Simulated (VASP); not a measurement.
Crystal: SiC.

```
CELL_PARAMETERS angstrom
0.00000 2.17900 2.17900
2.17900 0.00000 2.17900
2.17900 2.17900 0.00000
ATOMIC_POSITIONS crystal
Si 0.00000 0.00000 0.00000
C 0.25000 0.25000 0.25000
```

Base run:

- Program: VASP 6.6.1
- Functional: LDA
- Potentials or basis: VASP PAW LDA potentials, release 64 (Si, C)
- Cutoff: 520 eV
- k mesh: 10 × 10 × 10
- Occupations: gaussian, width 0.03 eV
- Spin: no spin polarisation

Its results: band gap on the k mesh 1.30 eV, indirect (least direct gap 4.50 eV); pressure -4.0 GPa.

The run is repeated on the same cell with these changes: functional from LDA to PBEsol; potentials or basis from VASP PAW LDA potentials, release 64 (Si, C) to VASP PAW PBE potentials, release 64 (Si, C). What comes out?

Band gap on the k mesh 1.23 eV, indirect (least direct gap 4.44 eV); pressure 0.2 GPa.

Caveats: the PAW data sets were made with another functional, which shifts forces and pressure a little (some runs).

Not every run made on this cell is shown here.
